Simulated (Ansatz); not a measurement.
Lattice vibrations of CuO at Γ

The calculation used DFT PBE, scalar-relativistic, plane waves, PAW (Ansatz 0.2.0). Plane waves to 420 eV; Γ-centred k mesh 22×22×22; Fermi-Dirac smearing of 0.15 eV. No spin polarisation. Phonons by linear response, acoustic sum rule imposed.

Equilibrium structure at this level:
```
CELL_PARAMETERS angstrom
0.00000 2.12405 2.12405
2.12405 0.00000 2.12405
2.12405 2.12405 0.00000
ATOMIC_POSITIONS crystal
Cu 0.00000 0.00000 0.00000
O 0.50000 0.50000 0.50000
```

The cell was found from a structure generator's guess, not taken from experiment. In a metal, frequencies depend on the k mesh and the smearing, soft modes most.

Optical modes at Γ:
```tsv
frequency (cm⁻¹)	degeneracy
328	3
```

All 3 optical modes at Γ are real: no displacement of atoms at fixed cell lowers the energy to second order. Strains and modes at other wave vectors aren't tested by this run.
